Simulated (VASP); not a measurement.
# Hf (P6_3/mmc) in VASP: settings compared, part 2 of 2

VASP 6.6.1. Earlier steps stand in the parts before.

## (3) Equation of state, r2SCAN, 21.28 Å³/atom (a relaxed cell with its volume scaled by 0.96)

Contents of INCAR:

```
PREC = Accurate
ENCUT = 520
EDIFF = 1E-7
ISMEAR = -1
SIGMA = 0.05
LREAL = F
LASPH = T
NELM = 100
ALGO = Normal
ISIF = 2
LWAVE = F
LCHARG = F
METAGGA = R2SCAN
LMIXTAU = T
```

Contents of KPOINTS:

```
regular mesh
0
Gamma
  8 8 4
```

Contents of POSCAR:

```
Hf                                      
1.0
    3.1437750234      0.0000000000      0.0000000000
   -1.5718875117      2.7225890340     -0.0000000000
    0.0000000000      0.0000000000      4.9732016623
  Hf            
     2
Direct
     0.6666666667000030    0.3333333332999970    0.7500000000000000
     0.3333333332999970    0.6666666667000030    0.2500000000000000
```

Potentials or basis: VASP PAW PBE potentials, release 64 (Hf_pv).

Command:

```
$ cat potpaw_PBE.64/Hf_pv/POTCAR > POTCAR
$ mpirun -np 1 vasp_std > vasp.out
```

OUTCAR:

```text
PREC = Accurate
   ENCUT = 520
   EDIFF = 1E-7
   ISMEAR = -1
   LREAL = F
   LASPH = T
   NELM = 100
   ISIF = 2
   METAGGA = R2SCAN

 ion  position               nearest neighbor table
   1  0.667  0.333  0.750-   2 3.08   2 3.08   2 3.08   2 3.08   2 3.08   2 3.08
   2  0.333  0.667  0.250-   1 3.08   1 3.08   1 3.08   1 3.08   1 3.08   1 3.08

  LATTYP: Found a hexagonal cell.
 ALAT       =     3.1437750234
 C/A-ratio  =     1.5819203427

  Lattice vectors:

 A1 = (   3.1437750234,   0.0000000000,   0.0000000000)
 A2 = (  -1.5718875117,   2.7225890340,   0.0000000000)
 A3 = (   0.0000000000,   0.0000000000,   4.9732016623)

Analysis of symmetry for initial positions (statically):
=====================================================================
 Subroutine PRICEL returns:
 Original cell was already a primitive cell.

 Routine SETGRP: Setting up the symmetry group for a
 hexagonal supercell.

 Subroutine GETGRP returns: Found 24 space group operations
 (whereof 12 operations were pure point group operations)
 out of a pool of 24 trial point group operations.

The static configuration has the point symmetry D_3d.
 The point group associated with its full space group is D_6h.

Analysis of symmetry for dynamics (positions and initial velocities):
=====================================================================
 Subroutine PRICEL returns:
 Original cell was already a primitive cell.

 Routine SETGRP: Setting up the symmetry group for a
 hexagonal supercell.

 Subroutine GETGRP returns: Found 24 space group operations
 (whereof 12 operations were pure point group operations)
 out of a pool of 24 trial point group operations.

The dynamic configuration has the point symmetry D_3d.
 The point group associated with its full space group is D_6h.

 Subroutine INISYM returns: Found 24 space group operations
 (whereof 12 operations are pure point group operations),
 and found     1 'primitive' translations

----------------------------------------------------------------------------------------

[... 123 lines left out ...]
 non-spin polarized calculation
  energy-cutoff  :      520.00
  volume of cell :       42.57
 maximum number of plane-waves:      1160
 NGX is ok and might be reduce to    24
   NGX = 11   NGY = 11   NGZ = 19

 number of electron      19.9999995 magnetization

 Free energy of the ion-electron system (eV)
  ---------------------------------------------------
  ext. energy  EPLUGINS =         0.00000000
  ---------------------------------------------------
  free energy    TOTEN  =       -90.29410697 eV

  energy without entropy =      -90.28777255  energy(sigma->0) =      -90.29093976

 E-fermi :   5.2190     XC(G=0): -12.4060

 val. band max:        5.2009269760   @ k =   0.0000   0.0000   0.2500
 cond. band min:       5.2996242987   @ k =   0.3750   0.2500   0.2500
 fundamental gap:      0.0986973227
 Fermi energy:         5.2189854554

 k-point     1 :       0.0000    0.0000    0.0000
  band No.  band energies     occupation
      1     -27.0278      2.00000
      2     -26.1273      2.00000
      3     -26.1273      2.00000
      4     -25.9771      2.00000
      5     -25.9771      2.00000
      6     -25.9739      2.00000
      7      -2.7369      2.00000
      8       1.1695      2.00000
      9       5.7828      0.00003
     10       6.5233      0.00000
     11       6.5233      0.00000
     12       6.8457      0.00000
     13       7.4574      0.00000
     14       7.4574      0.00000
[... 377 lines left out ...]
      1     -26.8307      2.00000
      2     -26.8307      2.00000
      3     -26.2294      2.00000
      4     -26.2294      2.00000
      5     -26.1903      2.00000
      6     -26.1903      2.00000
      7       1.4190      2.00000
      8       1.4190      2.00000
      9       4.1557      2.00000
     10       4.1557      2.00000
     11       6.0280      0.00000
     12       6.0280      0.00000
     13       8.1230      0.00000
     14       8.1230      0.00000

 [... further k-points ...]

------------------------ aborting loop because EDIFF is reached ----------------------------------------

  FORCE on cell =-STRESS in cart. coord.  units (eV):
  Direction    XX          YY          ZZ          XY          YZ          ZX
  --------------------------------------------------------------------------------------
  -------------------------------------------------------------------------------------
  Total        1.3409752      1.3409752      1.3179859     -0.0000000      0.0000000      0.0000000
  in kB       50.4733005     50.4733005     49.6080009     -0.0000000      0.0000000      0.0000000
  external PRESSURE =      50.1848673 kB  Pullay stress =       0.0000000 kB

 VOLUME and BASIS-vectors are now :
 -----------------------------------------------------------------------------
  energy-cutoff  :      520.00
  volume of cell :       42.57
      direct lattice vectors                 reciprocal lattice vectors
     3.143775023  0.000000000  0.000000000     0.318088919  0.183648723  0.000000000
    -1.571887512  2.722589034  0.000000000     0.000000000  0.367297446  0.000000000
     0.000000000  0.000000000  4.973201662     0.000000000  0.000000000  0.201077710

 POSITION                                       TOTAL-FORCE (eV/Angst)
 -----------------------------------------------------------------------------------
      1.57189      0.90753      3.72990         0.000000     -0.000000      0.000000
     -0.00000      1.81506      1.24330        -0.000000      0.000000      0.000000
 -----------------------------------------------------------------------------------
    total drift:                                0.000000     -0.000000      0.000000

  FREE ENERGIE OF THE ION-ELECTRON SYSTEM (eV)
  ---------------------------------------------------
  free  energy   TOTEN  =       -90.2941069703 eV

  energy  without entropy=      -90.2877725548  energy(sigma->0) =      -90.29093976
```

stdout:

```text
POSCAR found type information on POSCAR Hf
 POSCAR found :  1 types and       2 ions
 scaLAPACK will be used
 -----------------------------------------------------------------------------
|                                                                             |
|                                                                             |
|     You enforced a specific xc type in the INCAR file but a different       |
|     I HOPE YOU KNOW WHAT YOU ARE DOING!                                     |
|                                                                             |
 -----------------------------------------------------------------------------

 LDA part: xc-table for (None), standard interpolation
 POSCAR, INCAR and KPOINTS ok, starting setup
 FFT: planning ... GRIDC
 FFT: planning ... GRID_SOFT
 FFT: planning ... GRID
 WAVECAR not read
 entering main loop
```

It took 90 s on 1 thread of Intel Xeon Platinum 8259CL at 2.50GHz (Skylake/Cascade Lake), shared host; peak memory 0.17 GiB.

What came out:

| Item | Value |
| --- | --- |
| Free energy | -90.2941 eV |
| Pressure | 5.0 GPa |
| Band gap on the k mesh | none (metal or under the smearing width) |

Caveat: the PAW data sets were made with another functional, which shifts forces and pressure a little.

## (4) Equation of state, r2SCAN, 21.73 Å³/atom (a relaxed cell with its volume scaled by 0.98)

INCAR is that of step 3.

KPOINTS is that of step 3.

Contents of POSCAR:

```
Hf                                      
1.0
    3.1654569156      0.0000000000      0.0000000000
   -1.5827284578      2.7413661035     -0.0000000000
    0.0000000000      0.0000000000      5.0075006886
  Hf            
     2
Direct
     0.6666666667000030    0.3333333332999970    0.7500000000000000
     0.3333333332999970    0.6666666667000030    0.2500000000000000
```

Command:

```
$ cat potpaw_PBE.64/Hf_pv/POTCAR > POTCAR
$ mpirun -np 1 vasp_std > vasp.out
```

It took 1.9 min on 1 thread of Intel Xeon Platinum 8259CL at 2.50GHz (Skylake/Cascade Lake), shared host; peak memory 0.17 GiB.

Results (log left out):

```yaml
Free_energy: -90.3147 eV
Pressure: 2.4 GPa
Band_gap_on_the_k_mesh: none (metal or under the smearing width)
```

Caveat: the PAW data sets were made with another functional, which shifts forces and pressure a little.

## (5) Equation of state, r2SCAN, 22.17 Å³/atom

INCAR is that of step 4.

KPOINTS is that of step 4.

Contents of POSCAR:

```
Hf                                      
1.0
    3.1868457868      0.0000000000      0.0000000000
   -1.5934228934      2.7598894093     -0.0000000000
    0.0000000000      0.0000000000      5.0413361791
  Hf            
     2
Direct
     0.6666666667000030    0.3333333332999970    0.7500000000000000
     0.3333333332999970    0.6666666667000030    0.2500000000000000
```

Command:

```
$ cat potpaw_PBE.64/Hf_pv/POTCAR > POTCAR
$ mpirun -np 1 vasp_std > vasp.out
```

Wall time 2 min (1 thread of Intel Xeon Platinum 8259CL at 2.50GHz (Skylake/Cascade Lake), shared host); peak memory 0.17 GiB.

It converged, with:

- Free energy: -90.3214 eV
- Pressure: 0.0 GPa
- Band gap on the k mesh: none (metal or under the smearing width)

Caveat: the PAW data sets were made with another functional, which shifts forces and pressure a little.

## (6) Equation of state, r2SCAN, 22.61 Å³/atom (a relaxed cell with its volume scaled by 1.02)

INCAR is that of step 5.

KPOINTS is that of step 5.

Contents of POSCAR:

```
Hf                                      
1.0
    3.2079513408      0.0000000000      0.0000000000
   -1.6039756704      2.7781673553     -0.0000000000
    0.0000000000      0.0000000000      5.0747234844
  Hf            
     2
Direct
     0.6666666667000030    0.3333333332999970    0.7500000000000000
     0.3333333332999970    0.6666666667000030    0.2500000000000000
```

Potentials or basis: VASP PAW PBE potentials, release 64 (Hf_pv).

Command:

```
$ cat potpaw_PBE.64/Hf_pv/POTCAR > POTCAR
$ mpirun -np 1 vasp_std > vasp.out
```

It took 1.9 min on 1 thread of Intel Xeon Platinum 8259CL at 2.50GHz (Skylake/Cascade Lake), shared host; peak memory 0.17 GiB.

It converged, with:

- Free energy: -90.3154 eV
- Pressure: -2.2 GPa
- Band gap on the k mesh: none (metal or under the smearing width)

Caveat: the PAW data sets were made with another functional, which shifts forces and pressure a little.

## (7) Equation of state, r2SCAN, 23.06 Å³/atom (a relaxed cell with its volume scaled by 1.04)

INCAR is that of step 6.

KPOINTS is that of step 6.

Contents of POSCAR:

```
Hf                                      
1.0
    3.2287827774      0.0000000000      0.0000000000
   -1.6143913887      2.7962079086     -0.0000000000
    0.0000000000      0.0000000000      5.1076771577
  Hf            
     2
Direct
     0.6666666667000030    0.3333333332999970    0.7500000000000000
     0.3333333332999970    0.6666666667000030    0.2500000000000000
```

Command:

```
$ cat potpaw_PBE.64/Hf_pv/POTCAR > POTCAR
$ mpirun -np 1 vasp_std > vasp.out
```

Wall time 1.7 min (1 thread of Intel Xeon Platinum 8259CL at 2.50GHz (Skylake/Cascade Lake), shared host); peak memory 0.17 GiB.

Results (log left out):

| Property | Result |
| --- | --- |
| Free energy | -90.2976 eV |
| Pressure | -4.2 GPa |
| Band gap on the k mesh | none (metal or under the smearing width) |

Caveat: the PAW data sets were made with another functional, which shifts forces and pressure a little.

## (8) Equation of state, r2SCAN

Potentials or basis: VASP PAW PBE potentials, release 64 (Hf_pv).

This step only gathers the single runs of the series.

Results:

* Equilibrium volume: 22.18 Å³/atom
* Bulk modulus at fixed shape and positions: 115 GPa
* Pressure derivative of the bulk modulus: 3.3 (rough: it moves with the points fitted)

Energy against volume, from the lowest point:
| volume (Å³/atom) | energy (meV/atom) |
| --- | --- |
| 21.283 | 13.67 |
| 21.727 | 3.36 |
| 22.170 | 0.00 |
| 22.614 | 3.03 |
| 23.057 | 11.92 |

Caveat: the cell was scaled at fixed shape and fractional positions, which overstates the stiffness of a crystal with free parameters, most of all of layers and chains; the PAW data sets were made with another functional, which shifts forces and pressure a little. The run has no spin-orbit coupling, so splittings on Hf are missing.
